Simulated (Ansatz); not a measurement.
**Bi in Ansatz: the effect of functional**

The system is Bi.

```
Bi
1.0
     2.26750    1.30914    3.93800
    -2.26750    1.30914    3.93800
     0.00000   -2.61828    3.93800
Bi
2
Direct
  0.76600 0.76600 0.76600
  0.23400 0.23400 0.23400
```

Alike in all runs:

* Program: Ansatz 0.2.0
* Task: projected density of states
* Potentials or basis: Ansatz PAW
* Cutoff: 420 eV (not typed: the program's choice for these potentials)
* k mesh: 4 × 4 × 4
* Occupations: fermi-dirac, width 0.05 eV
* Spin: no spin polarisation

```tsv
functional	pressure (GPa)	largest force (eV/Å)
LDA	-1.7	0.18
PBE	?	?
PBEsol	-0.5	0.10
```

Q: What does the run with functional PBE give?

A: Pressure 2.0 GPa; largest force 0.03 eV/Å.

Caveats: all runs use coarse meshes; spin-orbit coupling is left out, which moves the levels of the heavy elements; the density of states is complete only up to the lowest level of the last band computed; the PAW data sets come from PBE, with cores solved anew for the run's functional, which leaves a small shift of forces and pressure (some runs).
